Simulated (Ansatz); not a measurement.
GaN (rocksalt), relaxed with r2SCAN, was run in the PAW code Ansatz under altered settings. All numbers are computed, without spin polarisation but where a row says otherwise.

```
CELL_PARAMETERS angstrom
0.00000 2.10852 2.10852
2.10852 0.00000 2.10852
2.10852 2.10852 0.00000
ATOMIC_POSITIONS crystal
Ga 0.00000 0.00000 0.00000
N 0.50000 0.50000 0.50000
```

The base run's other keys:
```yaml
kpoints:
  mp_grid: { grid: [6, 6, 6] }
hamiltonian:
  xc: hse06
scf:
  occupations: { method: fixed }
  n_extra_bands: 4
```

It takes 13 iterations with 339 plane waves at 420 eV and 16 k points, and leaves a mean stress of -1.50 GPa. The gap over this mesh is 1.898 eV.

Outcomes, with energy and stress as changes against the base:

| setting | outcome | ΔF (meV/atom) | Δ mean stress (GPa) | gap on the mesh (eV) | iterations |
| --- | --- | --- | --- | --- | --- |
| hamiltonian.xc: wpbeh | converged | – | +1.2 | 1.794 | 13 |
| PBE hybrid, exx coeff 0.4, omega 0.5 1/Å | converged | – | -1.8 | 1.826 | 16 |
| scf.exx.max_outer_iter: 2 | converged | 0.0 | 0.0 | 1.898 | 16 |
| PBE hybrid, exx coeff 1.5, unscreened | refused | – | – | – | – |
| hamiltonian.pseudopotentials: ultrasoft | refused | – | – | – | – |
| basis.ecutrho_ratio: 12 | converged | 0.0 | 0.0 | 1.898 | 13 |

A dash marks a value that wasn't obtained or can't be compared. Stress is positive in compression.

- hamiltonian.xc: wpbeh. The mean stress moves by +1.2 GPa and the gap on the mesh by -0.104 eV (to 1.794). It's another functional on the same cell, so totals aren't comparable.
- PBE hybrid, exx coeff 0.4, omega 0.5 1/Å. That is 40 % exact exchange, screened with ω = 0.5 1/Å, against HSE06's 25 % screened at 0.208 1/Å. The mean stress moves by -1.8 GPa and the gap on the mesh by -0.072 eV (to 1.826). Totals of different functionals aren't comparable.
- PBE hybrid, exx coeff 1.5, unscreened. The input is refused before any iteration. Error: invalid value for `hamiltonian.xc.exx.coeff`: must be finite and in (0, 1]; got 1.5
- hamiltonian.pseudopotentials: ultrasoft. The program doesn't start. Error: YAML parse error: line 13 column 29: unknown variant `uspp`, expected one of nc, nc_fr, paw, paw_fr, all_electron

Within 1 meV an atom, 0.1 GPa and 0.005 eV of the base stay: scf.exx.max_outer_iter: 2; basis.ecutrho_ratio: 12.

The program warns that its thresholds are loose for a hybrid's stress.

The meshes of the hybrids are coarse, so their gaps aren't converged to the digits shown.
